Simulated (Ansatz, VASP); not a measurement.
## InP: VASP beside Ansatz

```
CELL_PARAMETERS angstrom
0.00000 2.93050 2.93050
2.93050 0.00000 2.93050
2.93050 2.93050 0.00000
ATOMIC_POSITIONS crystal
In 0.00000 0.00000 0.00000
P 0.25000 0.25000 0.25000
```

Alike in both runs: task single point; functional LDA; k mesh 6 × 6 × 6; occupations gaussian, width 0.1 eV; no spin polarisation.

|  | VASP | Ansatz |
| --- | --- | --- |
| version | VASP 6.6.1 | Ansatz 0.2.0 |
| potentials or method | VASP PAW LDA potentials, release 64 (In_d, P) | scalar-relativistic, plane waves, PAW |
| plane-wave cutoff (eV) | 520 | 420 |
| valence electrons in the cell | 18 | 18 |

|  | VASP | Ansatz | Ansatz less VASP |
| --- | --- | --- | --- |
| gap on the k mesh at the Fermi level (eV) | 0.51 | 0.48 | -0.029 |
| least direct gap on the mesh (eV) | 0.51 | 0.48 | -0.029 |
| pressure (GPa) | -1.2 | -1.2 | -0.04 |

Caveats: spin-orbit coupling is left out, which moves the levels of the heavy elements.
